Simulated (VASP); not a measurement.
# Ru in VASP: relaxation of the atoms with PBE

Aim: the relaxation of the atoms of Ru with PBE.

All numbers are computed with VASP 6.6.1; they aren't measurements. Logs are shortened: lines on timing, memory, paths and dates and some standing lists are left out, and cuts for length are marked.

## 1. The structure

The cell holds a slab with vacuum, 4 atoms: a = 2.719 Å, b = 2.719 Å, c = 27.556 Å, α = 90.00°, β = 90.00°, γ = 120.00°.

The cell was built by a generator and needn't be a form met in nature.

## 2. Relaxation of the atoms, PBE

INCAR reads:

```
SYSTEM = Ru
PREC = Accurate
ENCUT = 520
EDIFF = 1E-6
ISMEAR = 1
SIGMA = 0.1
LREAL = .FALSE.
LASPH = .TRUE.
NELM = 120
ALGO = Normal
ISIF = 2
LWAVE = .FALSE.
LCHARG = .FALSE.
LDIPOL = .TRUE.
IDIPOL = 3
DIPOL = 0.5 0.5 0.500
GGA = PE
IBRION = 2
NSW = 90
EDIFFG = -0.02
KPAR = 2
```

KPOINTS reads:

```
regular mesh
0
G
  14 14 1
  0 0 0
```

POSCAR reads:

```
Ru
1.0
    2.7193470000      0.0000000000      0.0000000000
   -1.3596735000      2.3550235400      0.0000000000
    0.0000000000      0.0000000000     27.5564212900
Ru
4
Selective dynamics
Direct
    0.3333330000      0.6666670000      0.3830662900  F F F
    0.6666670000      0.3333330000      0.4610221000  T T T
    0.3333330000      0.6666670000      0.5389779000  T T T
    0.6666670000      0.3333330000      0.6169337100  T T T
```

Potentials or basis: VASP PAW PBE potentials, release 64 (Ru_pv).

The run is started by

```sh
cat potpaw_PBE.64/Ru_pv/POTCAR > POTCAR
mpirun -np 2 vasp_std > vasp.out
```

OUTCAR:

```text
SYSTEM = Ru
   PREC = Accurate
   ENCUT = 520
   EDIFF = 1E-6
   ISMEAR = 1
   LREAL = .FALSE.
   LASPH = .TRUE.
   NELM = 120
   ISIF = 2
   GGA = PE
   IBRION = 2
   NSW = 90
   EDIFFG = -0.02

 ion  position               nearest neighbor table
   1  0.333  0.667  0.383-   2 2.66   2 2.66   2 2.66
   2  0.667  0.333  0.461-   3 2.66   3 2.66   1 2.66   1 2.66   3 2.66   1 2.66
   3  0.333  0.667  0.539-   2 2.66   2 2.66   4 2.66   4 2.66   2 2.66   4 2.66
   4  0.667  0.333  0.617-   3 2.66   3 2.66   3 2.66

  LATTYP: Found a hexagonal cell.
 ALAT       =     2.7193470000
 C/A-ratio  =    10.1334700169

  Lattice vectors:

 A1 = (   2.7193470000,   0.0000000000,   0.0000000000)
 A2 = (  -1.3596735000,   2.3550235400,   0.0000000000)
 A3 = (   0.0000000000,   0.0000000000,  27.5564212900)

Analysis of symmetry for initial positions (statically):
=====================================================================
 Subroutine PRICEL returns:
 Original cell was already a primitive cell.

 Routine SETGRP: Setting up the symmetry group for a
 hexagonal supercell.

 Subroutine GETGRP returns: Found 12 space group operations
 (whereof 12 operations were pure point group operations)
 out of a pool of 24 trial point group operations.

The static configuration has the point symmetry D_3d.

Analysis of symmetry for dynamics (positions and initial velocities):
=====================================================================
 Subroutine PRICEL returns:
 Original cell was already a primitive cell.

 Routine SETGRP: Setting up the symmetry group for a
 hexagonal supercell.

 Subroutine GETGRP returns: Found 12 space group operations
 (whereof 12 operations were pure point group operations)
 out of a pool of 24 trial point group operations.

The dynamic configuration has the point symmetry D_3d.

Analysis of constrained symmetry for selective dynamics:
=====================================================================
 Subroutine PRICEL returns:
 Original cell was already a primitive cell.

 Routine SETGRP: Setting up the symmetry group for a
 hexagonal supercell.

 Subroutine GETGRP returns: Found  6 space group operations
 (whereof  6 operations were pure point group operations)
 out of a pool of 24 trial point group operations.

The constrained configuration has the point symmetry C_3v.

 Subroutine INISYM returns: Found  6 space group operations
 (whereof  6 operations are pure point group operations),
 and found     1 'primitive' translations

----------------------------------------------------------------------------------------

                                     Primitive cell

  volume of cell :     176.4748

  direct lattice vectors                    reciprocal lattice vectors
     2.719347000  0.000000000  0.000000000     0.367735342  0.212312103  0.000000000
    -1.359673500  2.355023540  0.000000000     0.000000000  0.424624206  0.000000000
     0.000000000  0.000000000 27.556421290     0.000000000  0.000000000  0.036289182

  length of vectors
     2.719347000  2.719346962 27.556421290     0.424624200  0.424624206  0.036289182

  position of ions in fractional coordinates (direct lattice)
     0.333333000  0.666667000  0.383066290
     0.666667000  0.333333000  0.461022100
     0.333333000  0.666667000  0.538977900
     0.666667000  0.333333000  0.616933710

  ion indices of the primitive-cell ions
   primitive index   ion index
                 1           1
[... 33 lines left out ...]
  0.071429  0.000000  0.000000      6.000000
  0.142857  0.000000  0.000000      6.000000
  0.214286  0.000000  0.000000      6.000000
  0.285714  0.000000  0.000000      6.000000
  0.357143 -0.000000  0.000000      6.000000
[... 16 lines left out ...]
  0.285714  0.285714  0.000000      6.000000
  0.357143  0.285714  0.000000      6.000000
   k-points           NKPTS =     24   k-points in BZ     NKDIM =     24   number of bands    NBANDS=     33
   number of dos      NEDOS =    301   number of ions     NIONS =      4
   total plane-waves  NPLWV =  84000
   dimension x,y,z NGX =    20 NGY =   20 NGZ =  210
   dimension x,y,z NGXF=    40 NGYF=   40 NGZF=  420
   ions per type =               4
   NGX,Y,Z   is equivalent  to a cutoff of  12.23, 12.23, 12.67 a.u.
   NGXF,Y,Z  is equivalent  to a cutoff of  24.45, 24.45, 25.34 a.u.
 SYSTEM =  Ru
   PREC   = accura    normal or accurate (medium, high low for compatibility)
   ISTART =      0    job   : 0-new  1-cont  2-samecut
   ICHARG =      2    charge: 1-file 2-atom 10-const
   ISPIN  =      1    spin polarized calculation?
   LNONCOLLINEAR =      F non collinear calculations
   LSORBIT =      F    spin-orbit coupling
   LASPH  =      T    aspherical Exc in radial PAW
   ENCUT  =  520.0 eV  38.22 Ry    6.18 a.u.   5.06  5.06 51.24*2*pi/ulx,y,z
   NELM   =    120;   NELMIN=  2; NELMDL= -5     # of ELM steps
   EDIFF  = 0.1E-05   stopping-criterion for ELM
   LREAL  =      F    real-space projection
   EDIFFG = -.2E-01   stopping-criterion for IOM
   NSW    =     90    number of steps for IOM
   IBRION =      2    ionic relax: 0-MD 1-quasi-New 2-CG
   NFREE  =      1    steps in history (QN), initial steepest desc. (CG)
   ISIF   =      2    stress and relaxation
   ISYM   =      2    0-nonsym 1-usesym 2-fastsym
   POTIM  = 0.5000    time-step for ionic-motion
   TEBEG  =    0.0;   TEEND  =   0.0 temperature during run
   PSTRESS=    0.0 pullay stress
   NELECT =      56.0000    total number of electrons
   NUPDOWN=      -1.0000    fix difference up-down
   EMIN   =  10.00;   EMAX   =-10.00  energy-range for DOS
   EFERMI =   0.00;   METHOD = LEGACY
   ISMEAR =     1;   SIGMA  =   0.10  broadening in eV -4-tet -1-fermi 0-gaus
   EFERMI_NEDOS =   21; number of points for ismear=-14 and -15
   IALGO  =     38    algorithm
   IMIX   =      4    mixing-type and parameters
     AMIX     =   0.40;   BMIX     =  1.00
     AMIX_MAG =   1.60;   BMIX_MAG =  1.00
  volume/ion in A,a.u.               =      44.12       297.73
  Fermi-wavevector in a.u.,A,eV,Ry     =   1.116632  2.110128 16.964646  1.246866
  Thomas-Fermi vector in A             =   2.253247
   LORBIT       =      0    0 simple, 1 ext, 2 COOP (PROOUT), +10 PAW based schemes
   GGA     = PE    functional components
   LHFCALC =     F    Hartree Fock is set to
   AEXX    =    0.0000 exact exchange contribution
   IVDW    =     0    specifies the selected vdW correction
   LEPSILON=     F    determine dielectric tensor
   LRPA    =     F    only Hartree local field effects (RPA)
 conjugate gradient relaxation of ions
 non-spin polarized calculation
 Methfessel and Paxton  Order N= 1 SIGMA  =   0.10
  energy-cutoff  :      520.00
  volume of cell :      176.47
 maximum number of plane-waves:      4797
   NGX = 11   NGY = 11   NGZ =103

--------------------------------------- Ionic step        1  -------------------------------------------

 number of electron      56.0000011 magnetization

 Free energy of the ion-electron system (eV)
  ---------------------------------------------------
  ext. energy  EPLUGINS =         0.00000000
  ---------------------------------------------------
  free energy    TOTEN  =       -34.75509162 eV

  energy without entropy =      -34.75976216  energy(sigma->0) =      -34.75664846

------------------------ aborting loop because EDIFF is reached ----------------------------------------

  FORCE on cell =-STRESS in cart. coord.  units (eV):
  Direction    XX          YY          ZZ          XY          YZ          ZX
  --------------------------------------------------------------------------------------
  -------------------------------------------------------------------------------------
  Total       -3.8170997     -3.8170996     -3.3306538      0.0000000      0.0000000     -0.0000000
  in kB      -34.6546399    -34.6546387    -30.2383003      0.0000000      0.0000000     -0.0000000
  external PRESSURE =     -33.1825263 kB  Pullay stress =       0.0000000 kB
[... 103 lines left out ...]
 number of electron      56.0000010 magnetization

------------------------ aborting loop because EDIFF is reached ----------------------------------------

 vacuum level on the upper side and lower side of the slab       (xc-potential included)        -0.019         0.007

  FORCE on cell =-STRESS in cart. coord.  units (eV):
  Direction    XX          YY          ZZ          XY          YZ          ZX
  --------------------------------------------------------------------------------------
  -------------------------------------------------------------------------------------
  Total       -3.3203616     -3.3203615     -2.1982108     -0.0000000      0.0000000      0.0000000
  in kB      -30.1448599    -30.1448588    -19.9570907     -0.0000000      0.0000000      0.0000000
  external PRESSURE =     -26.7489365 kB  Pullay stress =       0.0000000 kB
[... 171 lines left out ...]
  FREE ENERGIE OF THE ION-ELECTRON SYSTEM (eV)
  ---------------------------------------------------
  free  energy   TOTEN  =       -34.8081502424 eV

  energy  without entropy=      -34.8072849401  energy(sigma->0) =      -34.80786181

 dipolmoment           0.000000      0.000000     -0.000014 electrons x Angstroem

--------------------------------------- Ionic step        9  -------------------------------------------

 number of electron      56.0000012 magnetization

 dipolmoment           0.000000      0.000000      0.000003 electrons x Angstroem

 Free energy of the ion-electron system (eV)
  ---------------------------------------------------
  ext. energy  EPLUGINS =         0.00000000
  ---------------------------------------------------
  free energy    TOTEN  =       -34.80854026 eV

  energy without entropy =      -34.80733936  energy(sigma->0) =      -34.80813996

 E-fermi :   0.5287     XC(G=0):  -5.0871

 val. band max:        0.5255777484   @ k =   0.2857   0.0714   0.0000
 cond. band min:       0.5336178713   @ k =   0.2143   0.0000   0.0000
 fundamental gap:      0.0080401229
 Fermi energy:         0.5286996381

 k-point     1 :       0.0000    0.0000    0.0000
  band No.  band energies     occupation
      1     -43.0973      2.00000
      2     -42.6998      2.00000
      3     -42.3060      2.00000
      4     -42.3060      2.00000
      5     -42.2293      2.00000
      6     -42.2293      2.00000
[... 853 lines left out ...]
     32       1.7810     -0.00000
     33       7.1958      0.00000

------------------------ aborting loop because EDIFF is reached ----------------------------------------

 vacuum level on the upper side and lower side of the slab       (xc-potential included)        -0.010        -0.011

  FORCE on cell =-STRESS in cart. coord.  units (eV):
  Direction    XX          YY          ZZ          XY          YZ          ZX
  --------------------------------------------------------------------------------------
  -------------------------------------------------------------------------------------
  Total       -2.7177850     -2.7177849     -0.0606200      0.0000000      0.0000000      0.0000000
  in kB      -24.6741947    -24.6741938     -0.5503560      0.0000000      0.0000000      0.0000000
  external PRESSURE =     -16.6329148 kB  Pullay stress =       0.0000000 kB
[... 19 lines left out ...]
  FREE ENERGIE OF THE ION-ELECTRON SYSTEM (eV)
  ---------------------------------------------------
  free  energy   TOTEN  =       -34.8085402620 eV

  energy  without entropy=      -34.8073393558  energy(sigma->0) =      -34.80813996

 reached required accuracy - stopping structural energy minimisation

 vacuum level on the upper side and lower side of the slab         5.555         5.555
```

It took 4.4 min on 2 MPI ranks of Intel Xeon 6975P-C (Granite Rapids), shared host; peak memory 0.33 GiB.

What came out:

* Free energy: -34.8085 eV
* Energy gained by relaxing: 13.4 meV/atom
* Ionic steps: 9
* Band gap on the k mesh: none (metal or under the smearing width)

The path:
| step | energy change (eV) | largest force (eV/Å) | pressure (GPa) |
| --- | --- | --- | --- |
| 1 | 0.0000 | 0.6942 | -3.32 |
| 2 | -0.0297 | 0.5317 | -2.89 |
| 3 | -0.0301 | 0.5092 | -2.81 |
| 4 | -0.0353 | 0.4503 | -2.67 |
| 5 | -0.0471 | 0.2661 | -2.25 |
| 6 | -0.0522 | 0.1376 | -1.35 |
| 7 | -0.0533 | 0.0574 | -1.63 |
| 8 | -0.0531 | 0.1015 | -1.72 |
| 9 | -0.0534 | 0.0024 | -1.66 |

Final structure:
```
Ru
1.0
     2.71935    0.00000    0.00000
    -1.35967    2.35502    0.00000
     0.00000    0.00000   27.55642
Ru
4
Direct
  0.33333 0.66667 0.38307
  0.66667 0.33333 0.45831
  0.33333 0.66667 0.53676
  0.66667 0.33333 0.61200
```
